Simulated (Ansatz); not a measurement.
Born–Oppenheimer molecular dynamics of a periodic cell of 12 atoms, TiO2 (start crystal TiO2, start structure I4_1/amd, volume 1.05 times the crystal's). It goes on from the last frame of an earlier run, with new velocities.

Level of theory: Ansatz 0.2.0, DFT PBE-D3(BJ), scalar-relativistic, plane waves, PAW. Settings: accuracy low, PAW set soft_1, cutoff 420 eV, k mesh 4x4x2, fermi-dirac smearing 0.3 eV, no spin polarisation.

```
ensemble             : NVT, Langevin thermostat
time step            : 0.75 fs
steps asked          : 249
set temperature      : 2800 K
friction             : 0.02 /fs
temperature schedule : 187 steps to 300 K, then 62 steps to 300 K
seed                 : 202497
```

Frames 1.5 fs apart, positions in Å, forces in eV/Å.

Velocities at 142.5 fs (Å/ps):

```
Ti -1.39 -1.78 2.47
Ti -3.17 6.58 3.21
O -7.07 -9.47 -0.33
O 5.78 9.83 -2.55
O 2.47 1.15 -6.33
O 1.77 5.51 11.66
Ti -1.11 -2.60 4.48
Ti 2.02 -0.45 1.59
O -3.42 4.77 -3.64
O -2.75 -0.61 -9.04
O -1.77 7.22 -16.70
O -11.08 -4.53 0.34
```

```xyz
12
Lattice="3.8446 0.0000 0.0000 0.0000 3.8446 0.0000 0.0000 0.0000 9.7727" Properties=species:S:1:pos:R:3:forces:R:3 time_fs=142.5 energy_less_start_eV=-2.434 T=768
Ti -0.063 -0.256 -0.879 -0.76 0.02 4.28
Ti 0.003 1.273 1.829 0.88 -0.32 0.19
O 0.257 1.470 4.036 -1.45 0.30 -0.34
O 0.329 -0.607 1.552 -0.79 0.92 -0.36
O -0.250 1.506 -0.066 0.35 -0.05 -1.70
O -0.243 -0.268 7.051 2.01 -0.51 0.44
Ti 1.964 1.552 4.369 0.77 -0.31 -1.14
Ti 1.698 -0.256 6.738 0.62 0.09 -1.69
O 1.757 -0.016 8.788 -0.32 -1.44 -1.47
O 1.945 1.579 6.521 -1.04 0.21 -0.87
O 2.104 -0.404 4.694 -0.42 0.21 1.73
O 2.092 1.163 2.328 0.14 0.88 0.94
12
Lattice="3.8446 0.0000 0.0000 0.0000 3.8446 0.0000 0.0000 0.0000 9.7727" Properties=species:S:1:pos:R:3:forces:R:3 time_fs=144 energy_less_start_eV=-2.450 T=722
Ti -0.065 -0.259 -0.876 -0.72 0.04 4.45
Ti -0.001 1.282 1.834 0.78 -0.35 0.16
O 0.246 1.455 4.036 -1.37 0.41 -0.33
O 0.337 -0.593 1.549 -0.90 0.79 -0.38
O -0.245 1.508 -0.076 0.31 0.02 -1.52
O -0.238 -0.260 7.068 1.83 -0.55 0.08
Ti 1.962 1.548 4.375 0.65 -0.24 -1.30
Ti 1.701 -0.257 6.739 0.62 0.08 -1.63
O 1.752 -0.011 8.781 -0.21 -1.46 -1.46
O 1.940 1.578 6.507 -0.98 0.30 -0.83
O 2.102 -0.393 4.670 -0.39 -0.03 1.92
O 2.076 1.156 2.328 0.37 0.99 0.85
12
Lattice="3.8446 0.0000 0.0000 0.0000 3.8446 0.0000 0.0000 0.0000 9.7727" Properties=species:S:1:pos:R:3:forces:R:3 time_fs=145.5 energy_less_start_eV=-2.476 T=794
Ti -0.068 -0.262 -0.871 -0.67 0.05 4.55
Ti -0.005 1.292 1.839 0.70 -0.38 0.14
O 0.235 1.438 4.037 -1.27 0.54 -0.33
O 0.344 -0.580 1.544 -1.00 0.67 -0.40
O -0.240 1.509 -0.088 0.26 0.08 -1.33
O -0.227 -0.250 7.082 1.57 -0.59 -0.24
Ti 1.960 1.546 4.381 0.51 -0.19 -1.45
Ti 1.705 -0.257 6.739 0.62 0.07 -1.53
O 1.746 -0.008 8.773 -0.06 -1.47 -1.44
O 1.932 1.579 6.493 -0.89 0.38 -0.77
O 2.099 -0.381 4.648 -0.36 -0.27 2.07
O 2.060 1.150 2.330 0.60 1.10 0.73
12
Lattice="3.8446 0.0000 0.0000 0.0000 3.8446 0.0000 0.0000 0.0000 9.7727" Properties=species:S:1:pos:R:3:forces:R:3 time_fs=147 energy_less_start_eV=-2.514 T=845
Ti -0.071 -0.265 -0.864 -0.60 0.07 4.56
Ti -0.009 1.302 1.843 0.63 -0.41 0.13
O 0.220 1.422 4.037 -1.13 0.67 -0.35
O 0.349 -0.567 1.539 -1.10 0.55 -0.44
O -0.233 1.511 -0.101 0.20 0.15 -1.10
O -0.213 -0.241 7.095 1.28 -0.63 -0.53
Ti 1.959 1.544 4.384 0.37 -0.13 -1.57
Ti 1.711 -0.259 6.738 0.61 0.07 -1.40
O 1.741 -0.005 8.764 0.10 -1.48 -1.40
O 1.921 1.581 6.479 -0.79 0.44 -0.71
O 2.097 -0.369 4.627 -0.35 -0.52 2.20
O 2.046 1.146 2.335 0.77 1.21 0.61
12
Lattice="3.8446 0.0000 0.0000 0.0000 3.8446 0.0000 0.0000 0.0000 9.7727" Properties=species:S:1:pos:R:3:forces:R:3 time_fs=148.5 energy_less_start_eV=-2.573 T=891
Ti -0.076 -0.269 -0.854 -0.52 0.08 4.44
Ti -0.011 1.311 1.849 0.56 -0.43 0.11
O 0.204 1.408 4.038 -1.01 0.79 -0.39
O 0.352 -0.553 1.532 -1.18 0.44 -0.47
O -0.225 1.512 -0.118 0.14 0.23 -0.83
O -0.197 -0.231 7.107 0.97 -0.66 -0.76
Ti 1.957 1.541 4.387 0.27 -0.08 -1.65
Ti 1.717 -0.262 6.736 0.59 0.08 -1.26
O 1.736 -0.002 8.750 0.28 -1.50 -1.31
O 1.909 1.583 6.464 -0.67 0.50 -0.65
O 2.095 -0.357 4.612 -0.33 -0.74 2.28
O 2.033 1.144 2.339 0.92 1.30 0.50
12
Lattice="3.8446 0.0000 0.0000 0.0000 3.8446 0.0000 0.0000 0.0000 9.7727" Properties=species:S:1:pos:R:3:forces:R:3 time_fs=150 energy_less_start_eV=-2.636 T=855
Ti -0.082 -0.272 -0.843 -0.43 0.09 4.26
Ti -0.013 1.320 1.855 0.49 -0.46 0.08
O 0.191 1.396 4.041 -0.93 0.89 -0.47
O 0.351 -0.540 1.525 -1.25 0.34 -0.51
O -0.216 1.512 -0.138 0.06 0.30 -0.54
O -0.179 -0.221 7.118 0.64 -0.70 -0.95
Ti 1.956 1.540 4.389 0.19 -0.04 -1.69
Ti 1.724 -0.264 6.735 0.57 0.09 -1.12
O 1.731 -0.001 8.734 0.47 -1.51 -1.18
O 1.895 1.585 6.449 -0.55 0.55 -0.58
O 2.094 -0.347 4.601 -0.33 -0.93 2.32
O 2.019 1.145 2.344 1.06 1.38 0.38
12
Lattice="3.8446 0.0000 0.0000 0.0000 3.8446 0.0000 0.0000 0.0000 9.7727" Properties=species:S:1:pos:R:3:forces:R:3 time_fs=151.5 energy_less_start_eV=-2.708 T=883
Ti -0.086 -0.276 -0.830 -0.34 0.10 3.99
Ti -0.014 1.328 1.859 0.44 -0.47 0.09
O 0.176 1.385 4.044 -0.84 0.98 -0.55
O 0.347 -0.528 1.518 -1.28 0.27 -0.56
O -0.206 1.514 -0.157 0.00 0.36 -0.27
O -0.161 -0.214 7.128 0.30 -0.74 -1.08
Ti 1.953 1.539 4.390 0.14 0.00 -1.71
Ti 1.731 -0.265 6.732 0.55 0.10 -0.99
O 1.728 -0.002 8.718 0.66 -1.52 -1.01
O 1.879 1.587 6.433 -0.43 0.59 -0.50
O 2.095 -0.337 4.594 -0.33 -1.11 2.33
O 2.007 1.149 2.349 1.14 1.44 0.26
12
Lattice="3.8446 0.0000 0.0000 0.0000 3.8446 0.0000 0.0000 0.0000 9.7727" Properties=species:S:1:pos:R:3:forces:R:3 time_fs=153 energy_less_start_eV=-2.793 T=905
Ti -0.090 -0.280 -0.817 -0.26 0.10 3.66
Ti -0.016 1.334 1.864 0.39 -0.47 0.10
O 0.161 1.375 4.044 -0.74 1.05 -0.65
O 0.339 -0.518 1.512 -1.30 0.20 -0.61
O -0.196 1.514 -0.179 -0.07 0.43 0.00
O -0.145 -0.208 7.136 0.01 -0.77 -1.15
Ti 1.950 1.538 4.388 0.10 0.03 -1.69
Ti 1.738 -0.267 6.730 0.52 0.10 -0.89
O 1.725 -0.003 8.700 0.84 -1.51 -0.82
O 1.861 1.590 6.416 -0.31 0.60 -0.41
O 2.094 -0.329 4.591 -0.34 -1.23 2.29
O 1.998 1.156 2.352 1.16 1.45 0.16
12
Lattice="3.8446 0.0000 0.0000 0.0000 3.8446 0.0000 0.0000 0.0000 9.7727" Properties=species:S:1:pos:R:3:forces:R:3 time_fs=154.5 energy_less_start_eV=-2.897 T=941
Ti -0.094 -0.284 -0.803 -0.17 0.11 3.25
Ti -0.017 1.339 1.867 0.36 -0.46 0.14
O 0.144 1.365 4.043 -0.63 1.11 -0.75
O 0.329 -0.509 1.505 -1.29 0.17 -0.67
O -0.185 1.515 -0.202 -0.13 0.48 0.25
O -0.131 -0.205 7.141 -0.25 -0.78 -1.16
Ti 1.946 1.536 4.386 0.07 0.06 -1.64
Ti 1.745 -0.269 6.726 0.47 0.10 -0.82
O 1.725 -0.007 8.681 0.98 -1.50 -0.58
O 1.843 1.595 6.398 -0.21 0.58 -0.31
O 2.091 -0.323 4.593 -0.35 -1.30 2.21
O 1.991 1.169 2.354 1.15 1.43 0.07
12
Lattice="3.8446 0.0000 0.0000 0.0000 3.8446 0.0000 0.0000 0.0000 9.7727" Properties=species:S:1:pos:R:3:forces:R:3 time_fs=156 energy_less_start_eV=-3.012 T=1027
Ti -0.098 -0.288 -0.787 -0.08 0.12 2.79
Ti -0.018 1.343 1.871 0.34 -0.45 0.21
O 0.126 1.358 4.039 -0.49 1.15 -0.84
O 0.321 -0.498 1.498 -1.28 0.13 -0.73
O -0.175 1.518 -0.223 -0.18 0.51 0.47
O -0.118 -0.205 7.145 -0.48 -0.78 -1.11
Ti 1.942 1.534 4.383 0.06 0.08 -1.58
Ti 1.753 -0.270 6.722 0.42 0.09 -0.77
O 1.727 -0.012 8.661 1.08 -1.46 -0.30
O 1.823 1.601 6.379 -0.11 0.51 -0.20
O 2.089 -0.321 4.598 -0.36 -1.30 2.09
O 1.986 1.183 2.356 1.09 1.39 -0.03
12
Lattice="3.8446 0.0000 0.0000 0.0000 3.8446 0.0000 0.0000 0.0000 9.7727" Properties=species:S:1:pos:R:3:forces:R:3 time_fs=157.5 energy_less_start_eV=-3.123 T=994
Ti -0.102 -0.291 -0.770 0.01 0.13 2.28
Ti -0.019 1.349 1.874 0.31 -0.42 0.27
O 0.110 1.351 4.036 -0.36 1.17 -0.96
O 0.312 -0.489 1.490 -1.25 0.12 -0.78
O -0.165 1.523 -0.244 -0.22 0.52 0.67
O -0.106 -0.209 7.147 -0.68 -0.77 -1.00
Ti 1.938 1.531 4.379 0.06 0.10 -1.45
Ti 1.760 -0.269 6.718 0.37 0.07 -0.75
O 1.730 -0.018 8.641 1.15 -1.41 0.01
O 1.803 1.609 6.359 -0.02 0.41 -0.09
O 2.087 -0.321 4.605 -0.38 -1.26 1.94
O 1.984 1.199 2.358 1.00 1.34 -0.14
12
Lattice="3.8446 0.0000 0.0000 0.0000 3.8446 0.0000 0.0000 0.0000 9.7727" Properties=species:S:1:pos:R:3:forces:R:3 time_fs=159 energy_less_start_eV=-3.227 T=1009
Ti -0.107 -0.295 -0.753 0.10 0.15 1.80
Ti -0.017 1.353 1.877 0.29 -0.38 0.36
O 0.094 1.346 4.032 -0.23 1.17 -1.07
O 0.302 -0.479 1.481 -1.21 0.11 -0.81
O -0.158 1.528 -0.263 -0.24 0.52 0.84
O -0.096 -0.213 7.150 -0.83 -0.75 -0.91
Ti 1.935 1.529 4.375 0.06 0.11 -1.32
Ti 1.766 -0.270 6.714 0.32 0.05 -0.75
O 1.735 -0.025 8.623 1.17 -1.34 0.32
O 1.784 1.616 6.339 0.06 0.32 0.05
O 2.085 -0.320 4.615 -0.38 -1.21 1.76
O 1.983 1.219 2.361 0.89 1.26 -0.27
```

Of the whole run (187 fs, mean temperature of the second half 1099 K): The schedule's set-point averaged 509 K over the second half and the system 1099 K, so it lags behind the ramp. A run of 0.19 ps of so small a system gives no equilibrium averages. Limits of this set-up: coarse k mesh, low accuracy level.

The run took 28 min on 2 threads of Intel(R) Xeon(R) Platinum 8259CL CPU @ 2.50GHz (Skylake/Cascade Lake), on a shared host, peak memory 0.65 GiB.
